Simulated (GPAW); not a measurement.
# AlNi (C2/m) in GPAW: settings compared, part 2 of 2

GPAW 26.7.0. The steps go on from the part before.

**3. Density of states, SOGGA+U, collinear spin, random start (cell strained at random at fixed volume)**

The input, run.py:

```python
import numpy as np
from ase.dft.bandgap import bandgap
from ase.io import read, write
from ase.units import GPa
from gpaw import GPAW, PW, setup_paths

setup_paths.insert(0, '.')

atoms = read('POSCAR')
atoms.set_initial_magnetic_moments([-0.68, 0.0])

calc = GPAW(mode=PW(600),
            xc='GGA_X_SOGGA+GGA_C_PBE_SOL',
            kpts={'size': (8, 8, 5), 'gamma': True},
            occupations={'name': 'fermi-dirac', 'width': 0.05},
            setups={'Ni': ':d,5.0'},
            nbands=20,
            convergence={'density': 1e-05, 'energy': 1e-05},
            symmetry={'symmorphic': False},
            maxiter=100,
            legacy_gpaw=True,
            txt='gpaw.txt')
atoms.calc = calc
energy = atoms.get_potential_energy()
forces = atoms.get_forces()
stress = atoms.get_stress()
calc.write('gs.gpw')
write('result.traj', atoms)
print(f'Energy: {energy:.6f} eV')
print('Forces (eV/A):')
print(forces.round(4))
print('Stress (GPa):', (stress / GPa).round(3))
print('Moments:', calc.get_magnetic_moments().round(3))
print('Fermi level:', round(calc.get_fermi_level(), 4), 'eV')
print(f'Gap: {bandgap(calc)[0]:.4f} eV, direct: {bandgap(calc, direct=True)[0]:.4f} eV')

dense = calc.fixed_density(kpts={'size': (12, 12, 7), 'gamma': True}, update_fermi_level=True,
                           nbands=30, convergence={'bands': 'CBM+6.0', 'eigenstates': 1e-6}, txt='dos.txt')
ef = dense.get_fermi_level()
dos = dense.dos(shift_fermi_level=False)
energies = np.linspace(ef - 14, ef + 6, 401)
spins = [0, 1]
columns = [energies] + [dos.raw_dos(energies, spin=s, width=0.2) for s in spins]
for symbol, l in [('Al', 0), ('Al', 1), ('Al', 2), ('Ni', 0), ('Ni', 1), ('Ni', 2)]:
    for s in spins:
        columns.append(sum(dos.raw_pdos(energies, a=a.index, l=l, spin=s, width=0.2)
                           for a in atoms if a.symbol == symbol))
np.savetxt('dos.dat', np.array(columns).T, fmt='%.4f')
print('Fermi level on the dense mesh:', round(ef, 4), 'eV')
```

The input, POSCAR:

```
AlNi
1.0
    2.2584260000     -1.4069490000      0.0341400000
    2.2596610000      1.4089860000      0.0080310000
   -1.2963340000     -0.0369260000      3.9033060000
Ni Al
1 1
Direct
    0.5000000000      0.5000000000      0.5000000000
    0.0000000000      0.0000000000      0.0000000000
```

Potentials or basis: PAW data sets generated in the run's folder for this functional, pw.

The run is started by

```bash
> gpaw-setup -f GGA_X_SOGGA+GGA_C_PBE_SOL Al Ni
> OMP_NUM_THREADS=1 python run.py
```

gpaw.txt:

```text
___ ___ ___ _ _ _
 |   |   |_  | | | |
 | | | | | . | | | |
 |__ |  _|___|_____|  26.7.0
 |___|_|

Input parameters:
  convergence: {density: 1e-05,
                energy: 1e-05}
  kpts: {gamma: True,
         size: (8, 8, 5)}
  maxiter: 100
  mode: {ecut: 600.0,
         name: pw}
  nbands: 20
  occupations: {name: fermi-dirac,
                width: 0.05}
  setups: {Ni: :d,5.0}
  symmetry: {symmorphic: False}
  xc: GGA_X_SOGGA+GGA_C_PBE_SOL

System changes: positions, numbers, cell, pbc, initial_charges, initial_magmoms

Initialize ...

species:
  Ni:
    name:    Nickel
    Z:       28.0
    valence: 16
    core:    12
    charge:  0.0  # [|e|]
    Hubbard: {U: 5.0,  # eV
              l: 2,
              scale: True}
    compensation charges:
      type: gauss
      rc: 0.36  # [Å]
      lmax: 2
    cutoffs:
      filter: 2.14  # [Å]
      core: 1.98  # [Å]
    projectors
    | kind |    occ | energy [eV] | rcut [Å] |
    |------|--------|-------------|----------|
    |   4s |  2.000 |      -5.672 |    1.164 |
    |   3p |  6.000 |     -71.268 |    1.207 |
    |   4p |  0.000 |      -1.206 |    1.207 |
    |   3d |  8.000 |      -8.913 |    1.138 |
    |    s |        |      21.540 |    1.164 |
    |    d |        |      18.299 |    1.138 |

    Using partial waves for Ni as LCAO basis

  Al:
    name:    Aluminium
    Z:       13.0
    valence: 3
    core:    10
    charge:  0.0  # [|e|]
    compensation charges:
      type: gauss
      rc: 0.34  # [Å]
      lmax: 2
    cutoffs:
      filter: 1.91  # [Å]
      core: 2.36  # [Å]
    projectors
    | kind |    occ | energy [eV] | rcut [Å] |
    |------|--------|-------------|----------|
    |   3s |  2.000 |      -7.723 |    1.085 |
    |   3p |  1.000 |      -2.697 |    1.085 |
    |    s |        |      19.488 |    1.085 |
    |    p |        |      24.514 |    1.085 |
    |    d |        |       0.000 |    1.085 |

    Using partial waves for Al as LCAO basis

Reference energy: -47922.140030  # eV

Spin-polarized calculation.
Initial magnetic moment: -0.680000

Convergence criteria:
 Maximum [total energy] change in last 3 cyles: 1e-05 eV / valence electron
 Maximum integral of absolute [dens]ity change: 1e-05 electrons / valence electron
 Maximum integral of absolute [eigenst]ate change: 4e-08 eV^2 / valence electron
 Maximum number of scf [iter]ations: 100
 (Square brackets indicate name in SCF output, whereas a 'c' in
 the SCF output indicates the quantity has converged.)

Symmetries present (total): 2
Symmetries with fractional translations: 0

[... 21 lines left out ...]
  Cutoff energy: 600.000 eV
  Number of coefficients (min, max): 820, 847
  Pulay-stress correction: 0.000000 eV/Ang^3 (de/decut=0.000000)
  Using FFTW library
  ScaLapack parameters: grid=1x1, blocksize=None
  Wavefunction extrapolation:
    Improved wavefunction reuse through dual PAW basis

Occupation numbers: Fermi-Dirac:
  width: 0.0500  # eV

Eigensolver
   Davidson(niter=2)

Densities:
  Coarse grid: 16*16*24 grid
  Fine grid: 32*32*48 grid
  Total Charge: 0.000000

Density mixing:
  Method: fullspin
  Backend: msr1
  Linear mixing parameter: 0.05
  old densities: 10
  Width of damping distribution: 1.1
  Damping of long wavelength oscillations: 20

Hamiltonian:
  XC and Coulomb potentials evaluated on a 32*32*48 grid
  Using the GGA_X_SOGGA+GGA_C_PBE_SOL Exchange-Correlation functional
  External potential:
    NoExternalPotential

XC parameters: GGA_X_SOGGA+GGA_C_PBE_SOL with 2 nearest neighbor stencil

Number of atoms: 2
Number of atomic orbitals: 16
Number of bands in calculation: 20
Number of valence electrons: 19
Bands to converge: occupied

... initialized

Initializing position-dependent things.

Density initialized from atomic densities
Creating initial wave functions:
  16 bands from LCAO basis set
  4 bands from random numbers

           Ni

       Al

Atomic positions and initial magnetic moments

Positions:
   0 Ni     1.610876   -0.017444    1.972739    ( 0.0000,  0.0000, -0.6800)
   1 Al     0.000000    0.000000    0.000000    ( 0.0000,  0.0000,  0.0000)

Unit cell:
           periodic     x           y           z      points  spacing
  1. axis:    yes    2.258426   -1.406949    0.034140    16     0.1476
  2. axis:    yes    2.259661    1.408986    0.008031    16     0.1469
  3. axis:    yes   -1.296334   -0.036926    3.903306    24     0.1631

  Lengths:   2.661045   2.662963   4.113106
  Angles:  105.624243 104.510887  63.867092

Effective grid spacing dv^(1/3) = 0.1594

iter:   1   -10.770465                   -0.6815
iter:   2   -10.221233   -0.88  -1.28    -0.6554
iter:   3    -9.863130   -1.64  -1.39    -0.5153
iter:   4   -10.027192   -2.41  -1.72    -0.2929
iter:   5   -10.006926   -2.92  -1.93    -0.1781
iter:   6   -10.010144   -4.17  -2.38    -0.1415
iter:   7   -10.010806   -4.95  -2.69    -0.1288
iter:   8   -10.017606   -4.21  -2.95    -0.0512
iter:   9   -10.018237   -4.54  -2.81    -0.0291
iter:  10   -10.018603   -4.84  -3.30    +0.0035
iter:  11   -10.018560   -5.47  -3.53    -0.0133
iter:  12   -10.018662c  -5.94  -3.78    -0.0045
iter:  13   -10.018668c  -7.35  -4.35    -0.0032
iter:  14   -10.018674c  -7.12  -4.54    -0.0007
iter:  15   -10.018675c  -8.03c -4.95    +0.0000
iter:  16   -10.018675c  -8.62c -5.24c   +0.0000

Converged after 16 iterations.

Dipole moment: (-0.000000, -0.000000, 0.000000) |e|*Ang

Total magnetic moment: (0.000000, 0.000000, 0.000043)
Local magnetic moments:
   0 Ni ( 0.000000,  0.000000,  0.000081)
   1 Al ( 0.000000,  0.000000, -0.000011)

Energy contributions relative to reference atoms: (reference = -47922.140030)

Kinetic:        +21.436223
Potential:      -14.867087
External:        +0.000000
XC:             -16.614889
Entropy (-ST):   -0.007521
Local:           +0.030839
SIC:             +0.000000
--------------------------
Free energy:    -10.022435
Extrapolated:   -10.018675

Spin contamination: 0.000086 electrons
Showing only first 2 kpts
                      Up                     Down
 Kpt  Band  Eigenvalues  Occupancy  Eigenvalues  Occupancy
  0     7      6.19994    1.00000      6.20010    1.00000
  0     8      6.29942    1.00000      6.29939    1.00000
  0     9      6.34486    1.00000      6.34483    1.00000
  0    10     10.76685    0.00000     10.76692    0.00000

  1     7      6.06875    1.00000      6.06870    1.00000
  1     8      6.21097    1.00000      6.21112    1.00000
  1     9      6.31434    1.00000      6.31429    1.00000
  1    10     12.93747    0.00000     12.93749    0.00000

Fermi level: 8.03447

No gap
No difference between direct/indirect transitions

Forces in eV/Ang:
  0 Ni    0.00000    0.00000    0.00000
  1 Al    0.00000    0.00000    0.00000

Stress tensor:
     0.014351     0.004166     0.004514
     0.004166     0.024154    -0.008159
     0.004514    -0.008159     0.063796
Writing to gs.gpw (mode='')
```

stdout:

```text
Energy: -10.018675 eV
Forces (eV/A):
[[0. 0. 0.]
 [0. 0. 0.]]
Stress (GPa): [ 2.299  3.87  10.221 -1.307  0.723  0.667]
Moments: [ 0. -0.]
Fermi level: 8.0345 eV
Gap: 0.0000 eV, direct: 0.0000 eV
Fermi level on the dense mesh: 7.9345 eV
```

dos.txt:

```text
___ ___ ___ _ _ _
 |   |   |_  | | | |
 | | | | | . | | | |
 |__ |  _|___|_____|  26.7.0
 |___|_|

Input parameters:
  convergence: {bands: CBM+6.0,
                eigenstates: 1e-06}
  gpts: [16 16 24]
  kpts: {gamma: True,
         size: (12, 12, 7)}
  maxiter: 100
[... 204 lines left out ...]
Showing only first 2 kpts
                      Up                     Down
 Kpt  Band  Eigenvalues  Occupancy  Eigenvalues  Occupancy
  0     7      6.19994    1.00000      6.20010    1.00000
  0     8      6.29942    1.00000      6.29939    1.00000
  0     9      6.34486    1.00000      6.34483    1.00000
  0    10     10.76685    0.00000     10.76692    0.00000

  1     7      6.06797    1.00000      6.06792    1.00000
  1     8      6.20626    1.00000      6.20642    1.00000
  1     9      6.30874    1.00000      6.30869    1.00000
  1    10     12.01054    0.00000     12.01057    0.00000

Fermi level: 7.93454

No gap
No difference between direct/indirect transitions
```

Wall time 11 min (1 thread of Arm Neoverse N1, shared host); peak memory 0.8 GiB.

What came out:

```yaml
Free_energy: -10.0224 eV
Pressure: -5.5 GPa
Band_gap_on_the_k_mesh: none (metal or under the smearing width)
Net_moment: 0.00 μB per cell
Density_of_states_at_the_Fermi_level: 0.67 states/eV per cell
```

States per cell in windows of 1 eV (zero at the Fermi level; states under -8 eV left out):
| from (eV) | up | down |
| --- | --- | --- |
| -8.0 | 0.15 | 0.15 |
| -7.0 | 0.19 | 0.19 |
| -6.0 | 0.28 | 0.28 |
| -5.0 | 0.35 | 0.35 |
| -4.0 | 1.00 | 1.00 |
| -3.0 | 2.13 | 2.13 |
| -2.0 | 1.43 | 1.43 |
| -1.0 | 0.67 | 0.67 |
| 0.0 | 0.34 | 0.34 |
| 1.0 | 0.31 | 0.31 |
| 2.0 | 0.30 | 0.30 |
| 3.0 | 0.34 | 0.34 |
| 4.0 | 0.30 | 0.30 |
| 5.0 | 0.40 | 0.40 |

Caveat: the stock nickel data set gives pressures a few GPa off other programs; the U is typed as a test and isn't derived for this compound.
